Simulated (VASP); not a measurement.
These are LDA (Ceperley-Alder, Perdew-Zunger), VASP's LDA PAW potentials (set 64) (plane waves; VASP) values and carry that method's errors. Each cell was relaxed at this level, without spin-orbit coupling.

**Question.** Which of these comes out without a gap?
A. ZnS, F-43m (216)
B. BaZrO3, Pm-3m (221)
C. BaF2, Fm-3m (225)
D. LaB6, Pm-3m (221)

**Answer.** D, LaB6, Pm-3m (221). The others have gaps of 6.60 eV (BaF2, Fm-3m (225)), 2.15 eV (ZnS, F-43m (216)), 3.11 eV (BaZrO3, Pm-3m (221)).
